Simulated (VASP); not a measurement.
Computed with PBE GGA, VASP's PBE PAW potentials (set 64) (plane waves; VASP).

A VASP calculation is set up with these files.

**INCAR**
```
SYSTEM = BeO
PREC = Accurate
ENCUT = 520
EDIFF = 1E-7
NELM = 100
ALGO = Normal
LREAL = .FALSE.
LASPH = .TRUE.
ISMEAR = 0
SIGMA = 0.05
GGA = PE
LWAVE = .FALSE.
LCHARG = .FALSE.
LORBIT = 11
ICHARG = 11
```

POSCAR:
```
BeO
1
    2.7122043917    -0.0000000000     0.0000000000
   -1.3561021959     2.3488383719    -0.0000000000
    0.0000000000     0.0000000000     4.4105576517
Be O
2 2
Direct
  0.3333330000   0.6666670000   0.9988061286
  0.6666670000   0.3333330000   0.4988061286
  0.3333330000   0.6666670000   0.3761938714
  0.6666670000   0.3333330000   0.8761938714
```

File KPOINTS:
```
k-points along high-symmetry lines
10
Line-mode
Reciprocal
  0.000000   0.000000   0.000000 ! GAMMA
  0.500000   0.000000   0.000000 ! M

  0.500000   0.000000   0.000000 ! M
  0.333333   0.333333   0.000000 ! K

  0.333333   0.333333   0.000000 ! K
  0.000000   0.000000   0.000000 ! GAMMA

  0.000000   0.000000   0.000000 ! GAMMA
  0.000000   0.000000   0.500000 ! A

  0.000000   0.000000   0.500000 ! A
  0.500000   0.000000   0.500000 ! L

  0.500000   0.000000   0.500000 ! L
  0.333333   0.333333   0.500000 ! H

  0.333333   0.333333   0.500000 ! H
  0.000000   0.000000   0.500000 ! A

  0.500000   0.000000   0.500000 ! L
  0.500000   0.000000   0.000000 ! M

  0.333333   0.333333   0.500000 ! H
  0.333333   0.333333   0.000000 ! K
```

POTCAR, in this order: Be O (PBE.64 set). Program: vasp_std. Read from the step before: CHGCAR.

Output of the run:

File OUTCAR:
```
 ion  position               nearest neighbor table
   1  0.333  0.667  0.999-   4 1.66   4 1.66   4 1.66   3 1.66
   2  0.667  0.333  0.499-   3 1.66   3 1.66   3 1.66   4 1.66
   3  0.333  0.667  0.376-   2 1.66   2 1.66   2 1.66   1 1.66
   4  0.667  0.333  0.876-   1 1.66   1 1.66   1 1.66   2 1.66
  LATTYP: Found a hexagonal cell.
 ALAT       =     2.7122043917
 C/A-ratio  =     1.6261892596
 Subroutine PRICEL returns:
 Original cell was already a primitive cell.
 Subroutine GETGRP returns: Found 12 space group operations
The static configuration has the point symmetry C_3v.
 The point group associated with its full space group is C_6v.
The dynamic configuration has the point symmetry C_3v.
 Subroutine INISYM returns: Found 12 space group operations
   k-points           NKPTS =     90   k-points in BZ     NKDIM =     90   number of bands    NBANDS=     12
   number of dos      NEDOS =    301   number of ions     NIONS =      4
   total plane-waves  NPLWV =  14400
   dimension x,y,z NGX =    20 NGY =   20 NGZ =   36
   dimension x,y,z NGXF=    40 NGYF=   40 NGZF=   72
   ions per type =               2   2
   PREC   = accura    normal or accurate (medium, high low for compatibility)
   ISTART =      0    job   : 0-new  1-cont  2-samecut
   ICHARG =     11    charge: 1-file 2-atom 10-const
   ISPIN  =      1    spin polarized calculation?
...
```

OSZICAR:
```
       N       E                     dE             d eps       ncg     rms          rms(c)
DAV:   1     0.624158378874E+02    0.62416E+02   -0.86741E+03  2160   0.126E+03
DAV:   2    -0.245894661562E+02   -0.87005E+02   -0.80200E+02  2900   0.272E+02
DAV:   3    -0.276455050156E+02   -0.30560E+01   -0.30406E+01  2844   0.528E+01
DAV:   4    -0.276703700891E+02   -0.24865E-01   -0.24849E-01  2592   0.536E+00
DAV:   5    -0.276707600288E+02   -0.38994E-03   -0.38976E-03  2768   0.558E-01
DAV:   6    -0.276707704737E+02   -0.10445E-04   -0.10444E-04  2568   0.810E-02
DAV:   7    -0.276707708277E+02   -0.35402E-06   -0.35395E-06  2736   0.128E-02
DAV:   8    -0.276707708393E+02   -0.11598E-07   -0.11571E-07  2104   0.217E-03
   1 F= -.27670771E+02 E0= -.27670771E+02  d E =-.181277E-10
```

**OUTCAR**
```
 val. band max:        3.4506172597   @ k =   0.0000   0.0000   0.0000

 cond. band min:      10.8884758239   @ k =   0.0000   0.0000   0.0000



 k-point     1 :       0.0000    0.0000    0.0000
  band No.  band energies     occupation
      1     -15.1306      2.00000
      2     -13.3746      2.00000
      3      -2.6895      2.00000
      4       2.4775      2.00000
      5       2.4776      2.00000
      6       3.4281      2.00000
      7       3.4281      2.00000
      8       3.4506      2.00000
      9      10.8885      0.00000
     10      14.8974      0.00000
     11      17.6227      0.00000
     12      17.6237      0.00000

 k-point     2 :       0.0556    0.0000    0.0000
  band No.  band energies     occupation
      1     -15.0948      2.00000
      2     -13.3551      2.00000
      3      -2.6444      2.00000
      4       2.3253      2.00000
      5       2.4132      2.00000
      6       3.2553      2.00000
      7       3.4058      2.00000
      8       3.4243      2.00000
      9      11.0235      0.00000
     10      15.0303      0.00000
     11      17.6065      0.00000
     12      17.7150      0.00000

 k-point     3 :       0.1111    0.0000    0.0000
  band No.  band energies     occupation
      1     -14.9883      2.00000
      2     -13.2986      2.00000
      3      -2.5109      2.00000
      4       1.8928      2.00000
      5       2.2374      2.00000
      6       2.8011      2.00000
      7       3.3370      2.00000
      8       3.3433      2.00000
      9      11.3771      0.00000
     10      15.3729      0.00000
     11      17.3394      0.00000
     12      17.7224      0.00000

 k-point     4 :       0.1667    0.0000    0.0000
  band No.  band energies     occupation
      1     -14.8168      2.00000
      2     -13.2133      2.00000
      3      -2.2953      2.00000
      4       1.2528      2.00000
      5       1.9895      2.00000
      6       2.1901      2.00000
      7       3.2058      2.00000
...
```

The density is held fixed in this step, so its total energy and stress have no physical meaning.

The structure was generated: BeO was put into the wurtzite type (P6_3mc), which need not be its known phase. It was relaxed first, which changed the volume by +7 %.
